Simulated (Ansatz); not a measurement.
A surface is cut from this relaxed crystal of Hf:

```xyz
2
Lattice="3.2048 0.0000 0.0000 -1.6024 2.7754 0.0000 0.0000 0.0000 5.0676" Properties=species:S:1:pos:R:3 pbc="T T T"
Hf    0.0000    1.8503    3.8007
Hf    1.6024    0.9251    1.2669
```

Miller indices refer to the conventional cell of P6_3/mmc (No. 194), a = 3.205 Å, b = 3.205 Å, c = 5.068 Å, α = 90.00°, β = 90.00°, γ = 120.00°.

The (001) slab of 4 planes, 7.6 Å thick with 15 Å of vacuum as cut; outer planes Hf (top) and Hf (bottom).

The calculation used DFT PBE, scalar-relativistic, plane waves, PAW in Ansatz. Cutoff 420 eV; k points 12×12×1 on the computed 4-atom cell (Γ-centred); Gaussian smearing, width 0.10 eV; no spin polarisation. The cell repeats along c with a dipole correction in the vacuum.

The slab's inner planes relax by over 3 % too, so it holds no bulk-like region.

With the atoms at the bulk's places:

| Quantity | Value |
| --- | --- |
| Surface energy (mean of both faces) | 1.86 J/m² |
| Work function | 4.40 eV |

Task: What changes when all atoms relax?

Result: The energy falls by 0.130 J/m² a face, and the largest move is 0.11 Å.

```
Surface energy (mean of both faces) : 1.73 J/m²
Work function                       : 4.36 eV
```

| plane (bottom to top) | atoms | spacing to next, bulk (Å) | relaxed (Å) | change (%) |
| --- | --- | --- | --- | --- |
| 1 | Hf | 2.534 | 2.355 | -7.1 |
| 2 | Hf | 2.534 | 2.670 | +5.4 |
| 3 | Hf | 2.534 | 2.355 | -7.1 |
| 4 | Hf |  |  |  |

With no bulk-like middle, the error of these values can't be bounded.

Spin-orbit coupling is left out, which matters for the bands of heavy elements.

γ = (E_slab − N·E_bulk)/2A = 1.921 eV / (2 × 8.89 Å²) = 108.0 meV/Å² = 1.73 J/m², with N = 4 atoms. The cut crosses 3 bonds a cell (neighbours within 10 % of the shortest distances), so each costs 0.64 eV on this count. The top spacing shrinks by 7.1 %, as is usual at a metal's surface, where atoms that lost neighbours bind closer to those left; the next one widens by 5.4 %, so the relaxation alternates in sign.
